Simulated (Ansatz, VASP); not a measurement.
# Cross-check of InP between VASP and Ansatz

One calculation is typed for both programs; each brings its own data sets. How far apart do they land? The structure shown is the end of the Ansatz relaxation below.

Calculated with Ansatz 0.2.0; plane waves, with VASP 6.6.1 beside it; single point at r2SCAN.

## (1) The structure

The structure is tetragonal, space group I-4m2 (No. 119). The conventional cell has a = 4.261 Å, b = 4.261 Å, c = 5.777 Å, α = 90.00°, β = 90.00°, γ = 90.00°. P has 4 In at 2.57 Å nearest. Nearest to In lie 4 P at 2.57 Å. Farther neighbours are not listed.

## (2) Ansatz: relaxation, r2SCAN

Ansatz runs on its PAW soft_1 files.

This run makes the geometry at which the two programs are then compared.

File input.yaml:

```yaml
crystal:
  lattice:
    - [0.0, 3.0127436871, 2.9215104524]
    - [3.0127436871, 0.0, 2.9215104524]
    - [3.0127436871, 3.0127436871, 0.0]
  atoms:
    - { symbol: P, position: [0.75, 0.75, 0.75] }
    - { symbol: In, position: [0.0, 0.0, 0.0] }
  conventional_axes: [[-1, 1, 1], [1, -1, 1], [1, 1, -1]]
kpoints:
  mp_grid: { grid: [12, 12, 12] }
hamiltonian:
  xc: r2scan
  pseudopotentials: { kind: paw, azcp: { folder: soft_1 } }
scf:
  occupations: { method: gaussian, width: 0.02 }
output:
  forces: true
  stress: true
  eigenvalues: true
relax:
  adjacent_minimum: "off"
  f_tol: 0.001
  max_steps: 60
  cell: { stress_tol: 0.01, fix: [a, b, gamma] }
```

Command:

```bash
$ ansatz run input.yaml --threads 4 --pin off --max-ram 10240MiB --backend cpu --events-out ev --progress --plain --runs-dir out
```

Numbers of over 12 decimals in the logs are rounded to 6 here.

Output:

```text
Engine: ansatz 0.2.0, aarch64-unknown-linux-gnu
Pseudopotentials: kind: paw
Pseudopotential: P, paw, valence charge 5, recommended cutoff 500 eV (meta_gga), soft_1/P.paw.azcp
Pseudopotential: In, paw, valence charge 13, recommended cutoff 500 eV (meta_gga), soft_1/In.paw.azcp
Functional definition: r2SCAN
  parameter k0 = 0.174
  parameter k1 = 0.065
  parameter a1 = 4.9479
  exchange = r2scan_x(k0 = k0, k1 = k1, a1 = a1)
  correlation = r2scan_c
Crystal: 2 atoms, lattice volume = 53.035 Å³
Basis set: ecut = 500 eV, 1371 PW (Γ), exchange–correlation on 128×128×128 points (64 copies of the dense FFT grid, shifted against one another)
Bands: 13, of which v1, the nominal top of the filled ones, is band 9 counted from 1 (8 counted from 0)
Symmetry: 8 space group operations
Space group: I-4m2 (ITA 119), of the structure as read, at distance tolerance 3.8e-5 Å
k-points: 163 of 1728 (time reversal used)
Non-local potential: P, projectors of the file, l = 0: 2, l = 1: 2, l = 2: 1
Non-local potential: In, projectors of the file, l = 0: 2, l = 1: 2, l = 2: 2, l = 3: 1
PAW form: soft (Blöchl's): semilocal exchange-correlation on the pseudo side does not see the compensation charge
PAW frozen core: P, regenerated for the run's functional (the file was generated under x = pbe(κ = 0.804, μ = 0.219515), c = pbe(β = 0.066725))
PAW frozen core: In, regenerated for the run's functional (the file was generated under x = pbe(κ = 0.804, μ = 0.219515), c = pbe(β = 0.066725))
PAW one-centre angular grid: P, 302 points (default); XC on 160 Gauss nodes
PAW one-centre angular grid: In, 590 points (default); XC on 160 Gauss nodes
Initial density: superposition of atomic densities (chi_scale 0.1, normalization cell, long waves kept (reshape's long-wave potential 0.00 eV rms))
Initial wavefunctions: pseudopotential atomic-orbital guess
Functional: x = r2scan, c = r2scan; τ floored in thin density (d = 2e-4 eV/Å³)
SCF iter   1: F=—  HF=-6371.865628 eV  |F-HF|=—  |Δ(HF+E_count)|=         —  Δρ=3.41e-2  dr2=7.75e-1  dr2_τ=2.01e-2  ethr=3.10e-3  ⟨swp⟩=6.6  Hψ=14994  notcnv=0
preconditioner: auto → none  [insulator: Δε(μ)=0.880 eV  Ē_g=15.108 eV  σ=0.020 eV  W_gap=1.00  n_scr=14 (ndim 8)  ℏωp=21.6 eV  f_vac=0.000  D(μ)=0.00/eV (n_scr^D=0)  ε∞_Penn≈3.1]
SCF iter   2: F=—  HF=-6371.773878 eV  |F-HF|=—  |Δ(HF+E_count)|=   9.18e-2  Δρ=1.61e-2  dr2=8.64e-2  dr2_τ=2.00e-3  ethr=3.10e-3  ⟨swp⟩=2.9  Hψ=4634  notcnv=0
SCF iter   3: F=—  HF=-6371.787433 eV  |F-HF|=—  |Δ(HF+E_count)|=   1.36e-2  Δρ=6.01e-3  dr2=1.46e-2  dr2_τ=4.95e-4  ethr=4.80e-4  ⟨swp⟩=2.7  Hψ=3457  notcnv=0
SCF iter   4: F=—  HF=-6371.788922 eV  |F-HF|=—  |Δ(HF+E_count)|=   1.49e-3  Δρ=8.63e-4  dr2=3.28e-4  dr2_τ=1.12e-5  ethr=8.11e-5  ⟨swp⟩=3.0  Hψ=4244  notcnv=0
SCF iter   5: F=—  HF=-6371.788823 eV  |F-HF|=—  |Δ(HF+E_count)|=   9.97e-5  Δρ=1.68e-4  dr2=6.09e-6  dr2_τ=4.15e-7  ethr=1.82e-6  ⟨swp⟩=2.0  Hψ=3574  notcnv=0
SCF iter   6: F=—  HF=-6371.788827 eV  |F-HF|=—  |Δ(HF+E_count)|=   4.01e-6  Δρ=2.52e-5  dr2=4.94e-7  dr2_τ=8.00e-9  ethr=3.38e-8  ⟨swp⟩=3.0  Hψ=3807  notcnv=0
SCF iter   7: F=-6371.788827 eV  HF=-6371.788827 eV  |F-HF|=1.38e-9  |Δ(HF+E_count)|=   5.39e-8  Δρ=3.85e-6  dr2=9.40e-9  dr2_τ=1.03e-10  ethr=5.56e-10  ⟨swp⟩=7.2  Hψ=11486  notcnv=0
SCF 1 converged in 7 iterations: F = -6371.788827 eV  dr2 = 9.40e-9
  greatest PAW one-centre occupation: 0.981 electrons in one spin orbital (limit 2), on the In atom at site 1 (counted from 0), in its partial waves of l = 2
relax step   1: F+E_penalty+E_count = -6371.78882676 eV  Δ(F+E_penalty+E_count) = +0.000e0 eV  max|allowed force component| = 1.388e-16 eV/Å  Δτ_max = 0.0000 Å  P = -1.843 GPa  Ω = 53.035 Å³  fix = [a, b, gamma]  reactions: a -2.279, b -2.279 GPa  (7 SCF iters, dr2 threshold 1.00e-7 eV, accepted)
[...]
relax step   2: F+E_penalty+E_count = -6371.79068828 eV  Δ(F+E_penalty+E_count) = -1.862e-3 eV  max|allowed force component| = 3.469e-17 eV/Å  Δτ_max = 0.0000 Å  P = -1.134 GPa  Ω = 52.409 Å³  energy of the carried Pulay correction = +3.311e-5 eV  fix = [a, b, gamma]  reactions: a -1.721, b -1.721 GPa  (5 SCF iters, dr2 threshold 2.00e-7 eV, accepted)
[...]
relax step   3: F+E_penalty+E_count = -6371.79068994 eV  Δ(F+E_penalty+E_count) = -1.653e-6 eV  max|allowed force component| = 2.776e-17 eV/Å  Δτ_max = 0.0000 Å  P = -1.163 GPa  Ω = 52.433 Å³  energy of the carried Pulay correction = +3.180e-5 eV  fix = [a, b, gamma]  reactions: a -1.743, b -1.743 GPa  (4 SCF iters, dr2 threshold 3.91e-9 eV, accepted)
[...]
relax step   4: F+E_penalty+E_count = -6371.79065975 eV  Δ(F+E_penalty+E_count) = +3.019e-5 eV  max|allowed force component| = 1.561e-17 eV/Å  Δτ_max = 0.0000 Å  P = -1.163 GPa  Ω = 52.433 Å³  fix = [a, b, gamma]  reactions: a -1.743, b -1.743 GPa  stress off target by 1.82e-3 GPa on what of the cell is left free  SCF on the basis re-selected at this cell (its energy is not comparable with the rows above)  (6 SCF iters)
basis re-selected at this cell: Δ(F+E_penalty+E_count) = +3.019e-5 eV, ΔP = -0.000 GPa vs the last step (what re-selecting the basis moved, of the pressure what is left beyond the Pulay correction that the steps carried, after the strain that the cell walked since its last selection, with what the two solves' SCF thresholds leave and, on support functions, any second-order correction that the steps lacked; it is no m [...]
SCF converged after 6 iterations
Free energy (F): -6371.790660 eV
Harris-Foulkes:  -6371.790660 eV  (|F-HF|=2.73e-12)
Internal energy: -6371.790660 eV  (E = F + TS)
E sigma→0 (E₀):  -6371.790660 eV
Fermi energy:    6.860003 eV
--- Per-component energies (eV) ---
  E_band       = -68.442019
  E_kinetic    = 286.138509
  E_local      = -1356.207738  (includes V_loc(G=0)·N_el)
  E_nonlocal   = 359.142719
  E_hartree    = 544.217302
  E_xc         = -198.868285
  E_vxc        = -158.800589  (∫ρ·V_xc dr)
  E_paw        = -4802.676129  (= ΣΔE_a)
  E_vpaw       = -296.494578  (= ΣTr[D̂ρ^β])
  E_aug_tail   = -0.000080  (compensation charges beyond the density's cutoff)
  E_vtau       = 9.345129  (kinetic-family band-sum trace: ∫τ·v_τ [+ j·A + Jᵃ·Aᵃ] dr)
  E_ewald      = -1204.411667
  E_core_change = 0.874707  (= ΣΔE_core)
  E_smearing   = -0.000000  (= −TS)
  E_closure    = 0.000000  (closes the sum)
  Σ components = -6371.790660   (vs F -6371.790660, Δ=0.00e0)
--- Forces (eV/Å), atoms counted from 1 ---
  atom   1  P      0.00000000    -0.00000000     0.00000000
  atom   2  In     0.00000000     0.00000000     0.00000000
  max |Σ_I F_I| component: 8.33e-17 eV/Å
--- Stress (GPa, compression-positive) ---
       -1.743417       0.000000      -0.000000
        0.000000      -1.743417       0.000000
       -0.000000       0.000000      -0.001824
  P = ⅓ Tr σ = -1.1629 GPa (-11.629 kbar)
--- Band table (eV; the first three rows and the last of 163) ---
  k-point 0: bands = [... 5 lower, -5.3734, 6.2771, 6.2771, 6.4654, 7.2546, 10.7253, 10.7995, 10.7995]
  k-point 1: bands = [... 5 lower, -5.2945, 5.4625, 6.1869, 6.3295, 7.8899, 10.7482, 10.9255, 10.9316]
  k-point 2: bands = [... 5 lower, -5.0651, 4.1943, 5.9638, 6.1329, 8.3601, 11.0267, 11.2025, 11.3208]
  k-point 162: bands = [... 5 lower, -2.9842, 0.8205, 3.9169, 3.9169, 8.2667, 8.6138, 16.2103, 16.3136]
--- Relaxed structure (3 steps of the walk, 3 accepted, 1 SCFs on fresh bases) ---
  F+E_penalty+E_count = -6371.79065975 eV   max|allowed force component| = 1.561e-17 eV/Å   (the final SCF, on the basis selected at the relaxed cell)
  cell:  # Å, volume = 52.4333 Å³
    - [0, 3.0127436871, 2.888370]
    - [3.0127436871, 0, 2.888370]
    - [3.0127436871, 3.0127436871, 0]
  atoms:
    - { symbol: P, position: [0.75, 0.75, 0.75] }
    - { symbol: In, position: [0, 0, 0] }
```

Reading the cycles: dr2 is the Hartree energy of the density residual (eV), the measure of convergence; HF is the Harris–Foulkes estimate of the energy, which meets the free energy F at convergence.

## (3) VASP: single point, r2SCAN, pair 1

The same cell, functional, mesh and smearing now go to VASP, with its own data sets.

Lines of VASP's logs that name or quote its potential files are left out, and so is its time.

File INCAR:

```
SYSTEM = InP
PREC = Accurate
ENCUT = 550
EDIFF = 1E-06
NELM = 120
ISMEAR = 0
SIGMA = 0.02
LREAL = .FALSE.
ALGO = Normal
METAGGA = R2SCAN
LASPH = .TRUE.
NBANDS = 15
LORBIT = 11
LWAVE = .FALSE.
LCHARG = .FALSE.
ISIF = 2
GGA_COMPAT = .FALSE.
EFERMI = MIDGAP
LMIXTAU = .TRUE.
KPAR = 2
```

File POSCAR:

```
InP
1.0
    0.0000000000      3.0127436871      2.8883702442
    3.0127436871      0.0000000000      2.8883702442
    3.0127436871      3.0127436871      0.0000000000
P In
1 1
Direct
    0.7500000000      0.7500000000      0.7500000000
    0.0000000000      0.0000000000      0.0000000000
```

File KPOINTS:

```
Automatic mesh
0
Gamma
12 12 12
0 0 0
```

The projector-augmented-wave data sets are P and In_d (PBE family, release 64).

Command:

```bash
$ mpirun -np 2 vasp_std
```

Output:

```text
[banner, memory and clock lines left out]
running    2 mpi-ranks, on    1 nodes
 distrk:  each k-point on    1 cores,    2 groups
 distr:  one band on    1 cores,    1 groups

 POSCAR found type information on POSCAR P In
 POSCAR found :  2 types and       2 ions
|                                                                             |
|               ----> ADVICE to this user running VASP <----                  |
|                                                                             |
|     You enforced a specific xc type in the INCAR file but a different       |
|     [... a line on the potential file left out ...]
|     I HOPE YOU KNOW WHAT YOU ARE DOING!                                     |
|                                                                             |

 LDA part: xc-table for (None), standard interpolation
 POSCAR, INCAR and KPOINTS ok, starting setup
 FFT: planning ... GRIDC
 FFT: planning ... GRID_SOFT
 FFT: planning ... GRID
 WAVECAR not read
 entering main loop
       N       E                     dE             d eps       ncg     rms          rms(c)
DAV:   1     0.904526709940E+02    0.90453E+02   -0.88888E+03  4912   0.141E+03
DAV:   2    -0.277508011629E+02   -0.11820E+03   -0.11350E+03  5408   0.321E+02
DAV:   3    -0.356654928970E+02   -0.79147E+01   -0.78716E+01  6353   0.830E+01
DAV:   4    -0.358869865123E+02   -0.22149E+00   -0.22139E+00  6405   0.148E+01
DAV:   5    -0.358977616526E+02   -0.10775E-01   -0.10775E-01  7460   0.278E+00    0.703E+00
DAV:   6    -0.322691665464E+02    0.36286E+01   -0.21170E+00  6157   0.332E+01    0.385E+00
DAV:   7    -0.322822130910E+02   -0.13047E-01   -0.65380E-01  5534   0.112E+01    0.224E+00
DAV:   8    -0.322141706408E+02    0.68042E-01   -0.34667E-01  4967   0.712E+00    0.130E+00
DAV:   9    -0.321835728765E+02    0.30598E-01   -0.23397E-01  4890   0.469E+00    0.567E-01
DAV:  10    -0.321911732798E+02   -0.76004E-02   -0.94774E-03  6276   0.890E-01    0.221E-01
DAV:  11    -0.322863352510E+02   -0.95162E-01   -0.64491E-02  4904   0.230E+00    0.216E-01
DAV:  12    -0.322803305249E+02    0.60047E-02   -0.44760E-03  6759   0.832E-01    0.917E-02
DAV:  13    -0.322872467190E+02   -0.69162E-02   -0.50318E-03  4988   0.765E-01    0.344E-02
DAV:  14    -0.322872787817E+02   -0.32063E-04   -0.82107E-05  6948   0.925E-02    0.207E-02
DAV:  15    -0.322873095814E+02   -0.30800E-04   -0.77414E-06  5353   0.260E-02    0.326E-02
DAV:  16    -0.322873556326E+02   -0.46051E-04   -0.13682E-05  5170   0.442E-02    0.498E-02
DAV:  17    -0.322873691897E+02   -0.13557E-04   -0.11658E-05  5198   0.386E-02    0.667E-02
DAV:  18    -0.322873733253E+02   -0.41356E-05   -0.24784E-06  5730   0.200E-02    0.639E-02
DAV:  19    -0.322873725498E+02    0.77545E-06   -0.10555E-06  3789   0.151E-02
   1 F= -.32287373E+02 E0= -.32287373E+02  d E =-.340841-176
```

[end of part 1 of 2]

[Lines on the potential files, build, host, timing and source positions are cut from VASP's logs without a mark.]

[Logs are printed without paths, hosts, clocks, repeated set-up lines and the standing remarks that a program may print on its own settings, such as how far it seeks lower states.]

[Hosts, paths, dates, database ids (printed as entryN), source tags and the programs' standing remarks are cut or masked in the printed files.]
